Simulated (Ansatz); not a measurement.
# CoO under compression and expansion

```xyz
2
Lattice="0.0000 2.2496 2.2496 2.2496 0.0000 2.2496 2.2496 2.2496 0.0000" Properties=species:S:1:pos:R:3 pbc="T T T"
Co    0.0000    0.0000    0.0000
O     1.1248    1.1248    1.1248
```

Conventional cell: a = 4.499 Å, b = 4.499 Å, c = 4.499 Å, α = 90.00°, β = 90.00°, γ = 90.00°. Co (atom 1) is surrounded by 4 O at 1.95 Å. O (atom 2) has 4 Co at 1.95 Å as nearest neighbours.

The structure comes from a relaxation in the same program, started in the zincblende type, and has space group F-43m. Whether it is a known phase or the ground state wasn't checked.

Semilocal functionals without U often leave such compounds metallic or with too small a gap, and the real magnetic order may differ.

Other magnetic orders may lie lower; this is the state that the run reached.

All numbers are computed: DFT, PBE, all-electron LAPW, scalar-relativistic (Ansatz 0.2.0); DFT, PBE, PAW with Ansatz's default frozen-core files, scalar-relativistic (Ansatz 0.2.0).

For LAPW: a Γ-centred 13×13×13 k mesh, Fermi–Dirac smearing of 0.05 eV, basis error target 0.5 meV/atom, spin-polarised from start moments Co1 2 μB. PAW takes a cutoff of 420 eV at this cell. The Ansatz runs share mesh, smearing and spin set-up. Plane-wave (PAW) pressures include the program's estimate of the Pulay term.

The cell above is scaled evenly, with fractional coordinates and shape held.

```
V/V(cell)  V (Å³/atom)  P, LAPW (GPa)  P, PAW (GPa)  moment, LAPW (μB)  free energy over the lowest listed, PAW (meV/atom)
   0.9500       10.815              ?             ?                  ?                                                   ?
   0.9750       11.099           3.31          3.10               2.65                                                 2.7
   1.0000       11.384           0.21          0.01               2.75                                                 0.0
   1.0250       11.669          -2.66         -2.86               2.82                                                 2.6
   1.0500       11.953          -5.26         -5.46               2.88                                                10.0
```

Question: Fill in the row V/V(cell) = 0.9500.

Answer: P, LAPW (GPa) = 6.24, P, PAW (GPa) = 5.99, moment, LAPW (μB) = 2.49, free energy over the lowest listed, PAW (meV/atom) = 10.9.
